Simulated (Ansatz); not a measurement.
**TiO2 (Anatase) under changes of volume**

One of the cells (11.354 Å³/atom); the others are scaled copies at fixed shape and fractional positions:

```xyz
6
Lattice="-1.8921 1.8921 4.7573 1.8921 -1.8921 4.7573 1.8921 1.8921 -4.7573" Properties=species:S:1:pos:R:3 pbc="T T T"
Ti    0.0000    1.8921    2.3786
Ti    0.0000    0.0000    0.0000
O     0.0000    0.0000    7.5346
O     0.0000    1.8921    0.3987
O     0.0000    1.8921    4.3586
O     0.0000    0.0000    1.9800
```

```yaml
Program: Ansatz 0.2.0
Functional: PBEsol
Potentials_or_basis: all-electron LAPW, scalar-relativistic
Cutoff: 415 eV (chosen from the basis error)
Basis_error_allowed: 0.001 eV/atom
k_mesh: 10 × 10 × 10
Occupations: fermi-dirac, width 0.05 eV
Spin: no spin polarisation
```

| volume (Å³/atom) | energy over the lowest point (meV/atom) | pressure (GPa) | gap on the mesh (eV) | largest force (eV/Å) |
| --- | --- | --- | --- | --- |
| 10.673 | 26.39 | 14.3 | 2.21 | 0.391 |
| 10.900 | ? | ? | ? | ? |
| 11.127 | 1.69 | 3.5 | 2.13 | 0.116 |
| 11.354 | 0.00 | -1.1 | 2.08 | 0.007 |
| 11.581 | 4.48 | -5.2 | 2.04 | 0.122 |
| 11.808 | 14.50 | -8.9 | 2.00 | 0.228 |
| 12.035 | 29.52 | -12.2 | 1.96 | 0.327 |

Question: What does the run at 10.900 Å³/atom give?

Answer: Energy over the lowest point 10.23 meV/atom; pressure 8.6 GPa; gap on the mesh 2.17 eV; largest force 0.248 eV/Å.

Worked out: A Birch-Murnaghan fit of order 3 (a polynomial in V^(-2/3)) to the other rows has its minimum at 11.30 Å³/atom with B0 = V·E''(V) = 222 GPa and B' = 4.3 at fixed shape and positions, which overstates the stiffness. It gives 10.23 meV/atom at 10.900 Å³/atom, against the run's 10.23, and -dE/dV = 8.6 GPa, against 8.6. A straight line through the other rows of the gap, of slope -2.1 eV per unit of ln V, gives 2.17 eV, against the run's 2.17.

Energies are extrapolated to zero smearing.

A mesh can miss the band edges.
